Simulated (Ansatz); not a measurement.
# Ca (bcc type): the cost of one run

Program: Ansatz 0.2.0. Level of theory: DFT PBE, with the methods named in each step. These are calculated values, not measurements.

This is Ca in the bcc structure; at room conditions it is fcc.

### Step 1. The starting structure

Symmetry: Im-3m, No. 229, cubic system. Conventional cell: a = 4.386 Å, b = 4.386 Å, c = 4.386 Å, α = 90.00°, β = 90.00°, γ = 90.00°. Around Ca (site symmetry m-3m) lie 8 Ca at 3.80 Å.

Structure file:

```
CELL_PARAMETERS angstrom
-2.19276 2.19276 2.19276
2.19276 -2.19276 2.19276
2.19276 2.19276 -2.19276
ATOMIC_POSITIONS crystal
Ca 0.00000 0.00000 0.00000
```

Whether this phase is the stable one at these pressures isn't tested.

### Step 2. The reference volume, LAPW

Input file input.yaml:

```yaml
crystal:
  lattice:
    - [-2.1927620259, 2.1927620259, 2.1927620259]
    - [2.1927620259, -2.1927620259, 2.1927620259]
    - [2.1927620259, 2.1927620259, -2.1927620259]
  atoms:
    - { symbol: Ca, position: [0.0, 0.0, 0.0] }
kpoints:
  mp_grid: { grid: [12, 12, 12] }
  band_path:
    path:
      - [0.0, 0.0, 0.0]
      - [0.5, -0.5, 0.5]
      - [0.0, 0.0, 0.5]
      - [0.0, 0.0, 0.0]
      - [0.25, 0.25, 0.25]
      - [0.5, -0.5, 0.5]
      - [0.25, 0.25, 0.25]
      - [0.0, 0.0, 0.5]
    npoints: 14
scf:
  occupations: { method: fermi_dirac, width: 0.05 }
hamiltonian:
  xc: pbe
  pseudopotentials: { kind: all_electron, lapw: { basis_error: 0.001 } }
output:
  forces: true
  stress: true
  eigenvalues: true
  populations: true
  dos: { projected: true, de: 0.2, e_range: [-14, 8] }
```

The run is started by

```console
$ ansatz run input.yaml --threads 1 --pin off --max-ram 2048MiB --backend cpu --events-out ev --progress --plain --runs-dir out
```

**Question.** How long does this run take on 1 thread of Arm Neoverse V1, shared host, and how much memory does it need?

About 4.2 s, with a peak of 0.21 GiB.
